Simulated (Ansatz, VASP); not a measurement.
Tl: VASP beside Ansatz

```xyz
1
Lattice="3.0528 -1.7641 -0.1292 3.0528 1.7641 -0.1292 -1.9135 0.0000 2.9677" Properties=species:S:1:pos:R:3 pbc="T T T"
Tl   -0.9567    0.0000    1.4839
```

Alike in both runs: functional PBE; k mesh 20 × 20 × 20; occupations gaussian, width 0.1 eV; no spin polarisation.

Ansatz relaxed the structure, and its values are those at the end. VASP's run is a single point on that final structure, the one shown.

|  | VASP | Ansatz |
| --- | --- | --- |
| version | VASP 6.6.1 | Ansatz 0.2.0 |
| potentials or method | VASP PAW PBE potentials, release 64 (Tl_d) | scalar-relativistic, plane waves, PAW |
| plane-wave cutoff (eV) | 520 | 420 |
| valence electrons in the cell | 13 | 13 |

Ansatz gave:

- gap on the k mesh at the Fermi level (eV): none
- pressure (GPa): 0.0

Problem. What did VASP give for the same quantities?

Solution. gap on the k mesh at the Fermi level (eV): none; pressure (GPa): -0.1.

A gap of «none» marks a metal or a gap that the smearing closes.

Spin-orbit coupling is left out, which matters for the levels of Tl.
